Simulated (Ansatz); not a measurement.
Zn (beta tin type) under strong compression

```
Zn
1.0
    -2.60242    2.60242    1.27980
     2.60242   -2.60242    1.27980
     2.60242    2.60242   -1.27980
Zn
2
Direct
  0.62500 0.87500 0.75000
  0.37500 0.12500 0.25000
```

The cell comes from a relaxation on PAW files under the same functional, begun from a prototype that needn't be the stable phase.

Its volume is scaled, and at each volume shape and atoms are relaxed on PAW files; all methods then take that cell.

All numbers are PBE results (scalar-relativistic) from Ansatz 0.2.0, with a Γ-centred 16×16×16 k mesh, Fermi–Dirac smearing of 0.1 eV, no spin polarisation. Methods: LAPW: all electrons, basis error target 1 meV/atom; PAW: frozen-core files, cutoff 420 eV; crystal datasets: all electrons, by PAW datasets that the program makes for each cell; norm-conserving: pseudopotentials, cutoff 1143 eV; PAW (partial waves polarizable): frozen-core files, cutoff 420 eV.

Energies are extrapolated to zero smearing and count from the unscaled cell; pressure is positive in compression; gaps take the mesh and a band path. No temperature or zero-point motion is included.

```json
{"V/V0": "1.00", "V (Å³/atom)": "17.34", "P LAPW (GPa)": "0.01", "ΔE LAPW (eV/atom)": "0.000", "P PAW − LAPW (GPa)": "-0.01", "ΔE PAW − LAPW (meV/atom)": "0.0", "space group": "I4_1/amd", "shortest distance (Å)": "2.560"}
{"V/V0": "0.95", "V (Å³/atom)": "16.47", "P LAPW (GPa)": "2.99", "ΔE LAPW (eV/atom)": "0.007", "P PAW − LAPW (GPa)": "-0.01", "ΔE PAW − LAPW (meV/atom)": "0.0", "space group": "I4_1/amd", "shortest distance (Å)": "2.525"}
{"V/V0": "0.85", "V (Å³/atom)": "14.73", "P LAPW (GPa)": "?", "ΔE LAPW (eV/atom)": "?", "P PAW − LAPW (GPa)": "?", "ΔE PAW − LAPW (meV/atom)": "?", "space group": "?", "shortest distance (Å)": "?"}
{"V/V0": "0.75", "V (Å³/atom)": "13.00", "P LAPW (GPa)": "30.9", "ΔE LAPW (eV/atom)": "0.311", "P PAW − LAPW (GPa)": "0.01", "ΔE PAW − LAPW (meV/atom)": "0.5", "space group": "I4_1/amd", "shortest distance (Å)": "2.363"}
{"V/V0": "0.65", "V (Å³/atom)": "11.27", "P LAPW (GPa)": "66.3", "ΔE LAPW (eV/atom)": "0.814", "P PAW − LAPW (GPa)": "-0.02", "ΔE PAW − LAPW (meV/atom)": "0.3", "space group": "I4_1/amd", "shortest distance (Å)": "2.266"}
{"V/V0": "0.55", "V (Å³/atom)": "9.53", "P LAPW (GPa)": "139.6", "ΔE LAPW (eV/atom)": "1.878", "P PAW − LAPW (GPa)": "-0.10", "ΔE PAW − LAPW (meV/atom)": "-0.3", "space group": "I4_1/amd", "shortest distance (Å)": "2.159"}
{"V/V0": "0.45", "V (Å³/atom)": "7.80", "P LAPW (GPa)": "305.7", "ΔE LAPW (eV/atom)": "4.157", "P PAW − LAPW (GPa)": "0.01", "ΔE PAW − LAPW (meV/atom)": "-0.6", "space group": "I4_1/amd", "shortest distance (Å)": "2.023"}
{"V/V0": "0.40", "V (Å³/atom)": "6.93", "P LAPW (GPa)": "467.8", "ΔE LAPW (eV/atom)": "6.213", "P PAW − LAPW (GPa)": "-0.48", "ΔE PAW − LAPW (meV/atom)": "-1.3", "space group": "I4_1/amd", "shortest distance (Å)": "1.942"}
```

Q: Fit the Vinet equation to the LAPW pressures shown (residuals weighted by 1/(|P| + 0.03·Pmax)), and predict the pressure of the withheld row.

A: The fit gives V0 = 17.37 Å³/atom, B0 = 46.5 GPa and B0′ = 5.86. At 14.73 Å³/atom, x = (V/V0)^(1/3) = 0.9466, and P = 3·B0·(1 − x)/x²·exp[1.5·(B0′ − 1)·(1 − x)] = 12.26 GPa. The run itself gave 12.64 GPa (-3.0 % off) and ΔE = 0.086 eV/atom.

Q: At the smallest volume, how far do crystal datasets and norm-conserving and PAW (partial waves polarizable) lie from LAPW in pressure?

A: crystal datasets: 0.00 GPa; norm-conserving: +4.81 GPa; PAW (partial waves polarizable): -0.50 GPa, on a LAPW pressure of 467.8 GPa.

Q: How do the Löwdin populations by LAPW change from the unscaled cell to the last row?

A: Zn 4s 1.56 → 1.50, Zn 3d 9.98 → 9.94 electrons an atom. These are projections on the shells that the free atoms fill; 0.92 e a cell lies outside them at the start and 1.15 e at the end.
